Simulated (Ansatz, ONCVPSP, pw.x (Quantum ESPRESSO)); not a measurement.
**pw.x on sc P: one setting changed**

Potential: optimised norm-conserving Vanderbilt (ONCV), ONCVPSP 4.0.1.1 (patched build), PBE; core [Ne], reference 3s2 3p1.5; waves: 3s: rc 1.60 bohr, ncon 4, nbas 7, qcut 4.9 1/bohr, 2 projectors, debl 0.5 Ha; 3p: rc 1.80 bohr, ncon 4, nbas 8, qcut 5.1 1/bohr, 2 projectors, debl 3.7 Ha; d scattering state at 0.3 Ha: rc 1.90 bohr, ncon 3, nbas 7, qcut 5.3 1/bohr, 1 projector; local part: polynomial inside 1.20 bohr (lpopt 5, dvloc0 2 Ha); core correction: Teter function, fcfact 2.25, rcfact 1.6. In the s channel the program set the typed energies aside and used -1.047, 0.250 Ha. In the d channel the program set the typed energies aside and used 0.050 Ha.

The reference run (k-mesh 13³, cutoffs 50/200 Ry, Fermi–Dirac 0.01 Ry, mixing_beta 0.4, conv_thr 1e-9, no spin) gives 0.33 GPa at 14.621 Å³/atom, where all-electron LAPW gives 0.27 GPa. This run, with its own iteration cap, changes nspin = 2 with starting_magnetization to 0.5.

```
&control
  calculation='scf', prefix='x', pseudo_dir='./', outdir='./tmp', tstress=.true., disk_io='none'
/
&system
  ibrav=0, nat=1, ntyp=1, ecutwfc=50, ecutrho=200, nbnd=9,
  occupations='smearing', smearing='fd', degauss=0.01, nspin=2, starting_magnetization(1)=0.5
/
&electrons
  conv_thr=1e-09, mixing_beta=0.4, electron_maxstep=60
/
ATOMIC_SPECIES
P 1.0 P.UPF
CELL_PARAMETERS angstrom
  2.44526365 0.00000000 0.00000000
  0.00000000 2.44526365 0.00000000
  0.00000000 0.00000000 2.44526365
ATOMIC_POSITIONS crystal
P 0.0000 0.0000 0.0000
K_POINTS automatic
13 13 13 0 0 0
```

```bash
pw.x < P.scf.in > P.scf.out
```

**Question.** How does the run end?

**Answer.** It converges in 8 iterations; the free energy moves by +0.0 meV/atom and the pressure by +0.00 GPa. The result is that of the reference run.

```
Message from routine setup:
     using ibrav=0 with symmetry is DISCOURAGED, use correct ibrav instead
     lattice parameter (alat)  =       4.6209  a.u.
     unit-cell volume          =      98.6674 (a.u.)^3
     number of electrons       =         5.00
     number of Kohn-Sham states=            9
     kinetic-energy cutoff     =      50.0000  Ry
     charge density cutoff     =     200.0000  Ry
     scf convergence threshold =      1.0E-09
     Exchange-correlation= PBE
     atomic species   magnetization
     number of k points=    84  Fermi-Dirac smearing, width (Ry)=  0.0100
     iteration #  1     ecut=    50.00 Ry     beta= 0.40
     total energy              =     -13.83588732 Ry
     estimated scf accuracy    <       0.11800221 Ry
     total magnetization       =     0.48 Bohr mag/cell
     absolute magnetization    =     0.48 Bohr mag/cell
     iteration #  2     ecut=    50.00 Ry     beta= 0.40
     total energy              =     -13.86701947 Ry
     estimated scf accuracy    <       0.03564583 Ry
     total magnetization       =     0.30 Bohr mag/cell
     absolute magnetization    =     0.30 Bohr mag/cell
     iteration #  3     ecut=    50.00 Ry     beta= 0.40
     total energy              =     -13.87828735 Ry
     estimated scf accuracy    <       0.00103706 Ry
     total magnetization       =     0.07 Bohr mag/cell
     absolute magnetization    =     0.08 Bohr mag/cell
     iteration #  4     ecut=    50.00 Ry     beta= 0.40
     total energy              =     -13.87900493 Ry
     estimated scf accuracy    <       0.00003191 Ry
     total magnetization       =     0.01 Bohr mag/cell
     absolute magnetization    =     0.01 Bohr mag/cell
     iteration #  5     ecut=    50.00 Ry     beta= 0.40
     total energy              =     -13.87903211 Ry
     estimated scf accuracy    <       0.00000229 Ry
     total magnetization       =    -0.00 Bohr mag/cell
     absolute magnetization    =     0.00 Bohr mag/cell
     iteration #  6     ecut=    50.00 Ry     beta= 0.40
     total energy              =     -13.87903287 Ry
     estimated scf accuracy    <       0.00000003 Ry
     total magnetization       =     0.00 Bohr mag/cell
     absolute magnetization    =     0.00 Bohr mag/cell
     iteration #  7     ecut=    50.00 Ry     beta= 0.40
     total energy              =     -13.87903296 Ry
     estimated scf accuracy    <          4.0E-09 Ry
     total magnetization       =    -0.00 Bohr mag/cell
     absolute magnetization    =     0.00 Bohr mag/cell
     iteration #  8     ecut=    50.00 Ry     beta= 0.40
     the Fermi energy is    11.0448 ev
!    total energy              =     -13.87903298 Ry
     estimated scf accuracy    <          4.6E-11 Ry
     smearing contrib. (-TS)   =      -0.00128703 Ry
     The total energy is F=E-TS. E is the sum of the following terms:
     one-electron contribution =       5.33658124 Ry
     hartree contribution      =       0.42262461 Ry
     xc contribution           =      -4.28652966 Ry
     ewald contribution        =     -15.35042215 Ry
     total magnetization       =     0.00 Bohr mag/cell
     absolute magnetization    =     0.00 Bohr mag/cell
     convergence has been achieved in   8 iterations
          total   stress  (Ry/bohr**3)                   (kbar)     P=        3.35
     Message from routine punch:
     Nothing written, as per user request (disk_io='none')
```

The run took about 11 s on one core of a shared host (Neoverse-V1, 32 threads, 247 GiB, load 27).
